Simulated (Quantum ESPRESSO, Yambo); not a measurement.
Planning a run of Yambo 5.3.0 on TePb (Fm-3m). The input:

```
optics
chi
dipoles
Chimod= "HARTREE"
% QpntsRXd
 1 | 4 |
%
% BndsRnXd
 1 | 85 |
%
NGsBlkXd= 3 Ry
% EnRngeXd
 0 | 30 | eV
%
% DmRngeXd
 0.2 | 0.2 | eV
%
ETStpsXd= 301
% LongDrXd
 1 | 0 | 0 |
%
```

```sh
OMP_NUM_THREADS=1 mpirun -n 4 yambo -F optics1.in -J optics1 -C optics1 > optics1.log
```

The stored states that it reads are on a 4×4×4 mesh. Symmetry: Fm-3m, No. 225, cubic system. Conventional cell: a = 6.462 Å, b = 6.462 Å, c = 6.462 Å, α = 90.00°, β = 90.00°, γ = 90.00°. Nearest to Te lie 6 Pb at 3.23 Å. Nearest to Pb lie 6 Te at 3.23 Å. Farther neighbours and most contacts between anions are not listed.

Question: Estimate wall time and host memory on 4 MPI ranks of Arm Neoverse V1, shared host.

It took 47 s; on shared hardware allow 23 s to 93 s. Peak host memory was 1.5 GiB.

[Paths, hosts, dates, memory and timing lines, banners, echoed tables and standing remarks are left out of the program output.]

[Logs are printed without paths, hosts, clocks, repeated set-up lines and the standing remarks that a program may print on its own settings, such as how far it seeks lower states.]

[Runs of the session that timed out or met a known fault of the program may be left out.]

[Hosts, paths, dates, database ids (printed as entryN), source tags and the programs' standing remarks are cut or masked in the printed files.]
